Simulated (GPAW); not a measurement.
The F K edge of atom 1 in LiF (Griceite, Fm-3m), with 6 Li at 2.01 Å (octahedral, site symmetry m-3m), was computed in 2 ways: full core hole (charged cell) and no core hole. Program and functional: GPAW, PBE, Gaussian full width 0.9 eV up to 4 eV, rising linearly to 3.5 eV at 25 eV; cells of 2 and 16 atoms (the run without a hole in the smaller).

Each run is counted from its own lowest empty level or Fermi level and scaled to a mean of 1 over its first 20 eV.

```csv
E (eV),run 1,run 2
-2.0,0.00,0.00
-1.5,0.00,0.00
-1.0,0.00,0.00
-0.5,0.00,0.00
0.0,0.02,0.02
0.5,0.10,0.08
1.0,0.18,0.21
1.5,0.22,0.43
2.0,0.64,0.67
2.5,1.89,0.89
3.0,2.62,1.08
3.5,2.67,1.11
4.0,2.71,1.39
4.5,2.72,1.30
5.0,2.70,1.53
5.5,3.08,2.07
6.0,2.78,2.80
6.5,2.25,3.34
7.0,1.83,3.14
7.5,1.34,2.35
8.0,1.04,1.45
8.5,0.88,0.94
9.0,0.72,1.02
9.5,0.67,1.52
10.0,0.83,2.12
10.5,1.14,2.36
11.0,1.35,2.03
11.5,1.22,1.40
12.0,0.85,0.86
12.5,0.51,0.54
13.0,0.32,0.38
13.5,0.24,0.31
14.0,0.21,0.26
14.5,0.19,0.24
15.0,0.19,0.21
15.5,0.18,0.19
16.0,0.17,0.17
16.5,0.16,0.16
17.0,0.15,0.16
17.5,0.15,0.16
18.0,0.16,0.16
18.5,0.18,0.18
19.0,0.20,0.21
19.5,0.25,0.25
20.0,0.31,0.30
20.5,0.40,0.36
21.0,0.49,0.42
21.5,0.59,0.46
22.0,0.68,0.48
22.5,0.76,0.48
23.0,0.83,0.49
23.5,0.92,0.50
24.0,1.04,0.55
24.5,1.21,0.64
25.0,1.42,0.78
25.5,1.66,0.97
26.0,1.90,1.18
26.5,2.10,1.39
27.0,2.22,1.58
27.5,2.23,1.70
28.0,2.14,1.73
28.5,1.95,1.67
29.0,1.69,1.51
29.5,1.40,1.29
```

**Question.** Which run is which?

Run 1: full core hole (charged cell) (area from −2 to 6 eV 10.5, main maxima 4.3 eV (2.77), 5.6 eV (3.09) and 11.1 eV (1.35)). Run 2: no core hole (area from −2 to 6 eV 6.1, main maxima 4.1 eV (1.40), 6.6 eV (3.37) and 10.5 eV (2.36)). With each curve scaled to its own mean, the area from −2 to 6 eV with the hole is 10.5 against 6.1, and the centre of weight from −1 to 20 eV moves by -1.1 eV: the hole pulls the absorber's empty states down.

[Banner, clock and machine lines of the logs are left out without a mark of their own.]

[Logs are printed without paths, hosts, clocks, repeated set-up lines and the standing remarks that a program may print on its own settings, such as how far it seeks lower states.]

[Hosts, paths, dates, database ids (printed as entryN), source tags and the programs' standing remarks are cut or masked in the printed files.]

[Lists of maxima count a maximum above −3 eV only where it reaches 4 % of the highest in the window and stands out from its surroundings by 2 % of it (1.5 % where it reaches 55 %); shoulders and weaker maxima are passed over, and of the rest the first, up to two pre-edge ones and the few strongest are named.]
